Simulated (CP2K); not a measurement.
Here is a CP2K 2026.2 calculation.

mnsi_scf.inp

```
&GLOBAL
  PROJECT mnsi_scf
  RUN_TYPE ENERGY_FORCE
  PRINT_LEVEL LOW
&END GLOBAL
&FORCE_EVAL
  METHOD QS
  STRESS_TENSOR ANALYTICAL
  &DFT
    BASIS_SET_FILE_NAME BASIS_MOLOPT
    BASIS_SET_FILE_NAME BASIS_MOLOPT_UZH
    POTENTIAL_FILE_NAME GTH_POTENTIALS
    UKS T
    MULTIPLICITY 1
    &MGRID
      CUTOFF 500
      REL_CUTOFF 60
      NGRIDS 4
    &END MGRID
    &QS
      METHOD GPW
      EPS_DEFAULT 1.0E-9
    &END QS
    &KPOINTS
      SCHEME MONKHORST-PACK 4 7 7
      GAMMA_CENTERED T
      SYMMETRY T
      SYMMETRY_BACKEND SPGLIB
    &END KPOINTS
    &SCF
      SCF_GUESS ATOMIC
      EPS_SCF 1.0E-6
      MAX_SCF 150
      ADDED_MOS 20 20
      CHOLESKY OFF
      EPS_EIGVAL 1.0E-7
      &DIAGONALIZATION ON
        ALGORITHM STANDARD
      &END DIAGONALIZATION
      &MIXING ON
        METHOD PULAY_MIXING
        ALPHA 0.4
        BETA 1.5
        NBUFFER 6
      &END MIXING
      &SMEAR ON
        METHOD FERMI_DIRAC
        ELECTRONIC_TEMPERATURE [K] 580.226
      &END SMEAR
    &END SCF
    &XC
      &XC_FUNCTIONAL
        &LDA_X
        &END LDA_X
        &LDA_C_PW
        &END LDA_C_PW
      &END XC_FUNCTIONAL
    &END XC
    &PRINT
      &KPOINTS ON
      &END KPOINTS
      &MULLIKEN ON
      &END MULLIKEN
      &MO ON
        ENERGIES T
        OCCUPATION_NUMBERS T
        &EACH
          QS_SCF 0
        &END EACH
        ADD_LAST NUMERIC
      &END MO
      &LOWDIN ON
      &END LOWDIN
      &HIRSHFELD ON
        SHAPE_FUNCTION DENSITY
      &END HIRSHFELD
      &E_DENSITY_CUBE ON
        STRIDE 2
      &END E_DENSITY_CUBE
      &V_HARTREE_CUBE ON
        STRIDE 2
      &END V_HARTREE_CUBE
      &ELF_CUBE ON
        STRIDE 2
      &END ELF_CUBE
    &END PRINT
  &END DFT
  &SUBSYS
    &CELL
      A 6.1443614400 0.0000000000 0.0000000000
      B 0.0000000000 3.0721807200 0.0000000000
      C 0.0000000000 0.0000000000 3.0721807200
      PERIODIC XYZ
    &END CELL
    &COORD
      Mn  0.0000000000 0.0000000000 0.0000000000
      Mn  3.0721807200 0.0000000000 0.0000000000
      Si  1.5360903600 1.5360903600 1.5360903600
      Si  4.6082710800 1.5360903600 1.5360903600
    &END COORD
    &KIND Mn
      BASIS_SET DZVP-MOLOPT-SR-GTH-q15
      POTENTIAL GTH-PADE-q15
    &END KIND
    &KIND Si
      BASIS_SET DZVP-MOLOPT-PBE-GTH-q4
      POTENTIAL GTH-PADE-q4
    &END KIND
    &PRINT
      &ATOMIC_COORDINATES ON
      &END ATOMIC_COORDINATES
      &CELL ON
      &END CELL
    &END PRINT
  &END SUBSYS
  &PRINT
    &FORCES ON
    &END FORCES
    &STRESS_TENSOR ON
    &END STRESS_TENSOR
  &END PRINT
&END FORCE_EVAL
```

Potentials or basis: GTH_POTENTIALS Mn GTH-PADE-q15, Si GTH-PADE-q4; DZVP-MOLOPT-SR-GTH, DZVP-MOLOPT-PBE-GTH basis.

Command:

```console
$ OMP_NUM_THREADS=1 cp2k.psmp -i mnsi_scf.inp -o mnsi_scf.out
```

Question: What does it give for the absolute moment?

Answer: 0.00 μB per cell.

Question: Predict the pressure.

Answer: -42.7 GPa.

Question: What does it give for the Hirshfeld charges?

Answer: Mn -0.10; Si +0.10 e.

Stress tensor (GPa, compression positive):
```
-42.84   0.00   0.00
  0.00 -42.57   0.00
  0.00   0.00 -42.57
```

Caveat: a pressure of tens of GPa on the cell as given is suspect, and the run, the potentials or the cell itself is likely at fault; the basis of atomic orbitals isn't converged, which shifts pressures, moduli and gaps.
